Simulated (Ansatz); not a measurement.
# S (sc type): the cost of one run

Program: Ansatz 0.2.0. Level of theory: DFT PBE, with the methods named in each step. These are calculated values, not measurements.

1 further run of the same task is left out (it didn't finish).

## Step 1: Starting point

The structure is cubic, space group Pm-3m (No. 221). Conventional cell: a = 2.582 Å, b = 2.582 Å, c = 2.582 Å, α = 90.00°, β = 90.00°, γ = 90.00°. Around S (site symmetry m-3m) lie 6 S at 2.58 Å.

Structure file:

```xyz
1
Lattice="2.5819 0.0000 0.0000 0.0000 2.5819 0.0000 0.0000 0.0000 2.5819" Properties=species:S:1:pos:R:3 pbc="T T T"
S     0.0000    0.0000    0.0000
```

Whether this phase is the stable one at these pressures isn't tested.

## Step 2: The reference volume, LAPW

The input, input.yaml:

```yaml
crystal:
  lattice:
    - [2.5819082237, 0.0, 0.0]
    - [0.0, 2.5819082237, 0.0]
    - [0.0, 0.0, 2.5819082237]
  atoms:
    - { symbol: S, position: [0.0, 0.0, 0.0] }
kpoints:
  mp_grid: { grid: [14, 14, 14] }
  band_path:
    path:
      - [0.0, 0.0, 0.0]
      - [0.0, 0.5, 0.0]
      - [0.5, 0.5, 0.0]
      - [0.0, 0.0, 0.0]
      - [0.5, 0.5, 0.5]
      - [0.0, 0.5, 0.0]
      - [0.5, 0.5, 0.5]
      - [0.5, 0.5, 0.0]
    npoints: 14
scf:
  occupations: { method: fermi_dirac, width: 0.1 }
hamiltonian:
  xc: pbe
  pseudopotentials: { kind: all_electron, lapw: { basis_error: 0.001 } }
output:
  forces: true
  stress: true
  eigenvalues: true
  populations: true
  dos: { projected: true, de: 0.2, e_range: [-14, 8] }
```

The run is started by

```sh
$ ansatz run input.yaml --threads 1 --pin off --max-ram 2048MiB --backend cpu --events-out ev --progress --plain --runs-dir out
```

What time and memory should one allow on 1 thread of Arm Neoverse V2, shared host?

About 4.5 s, with a peak of 0.23 GiB.
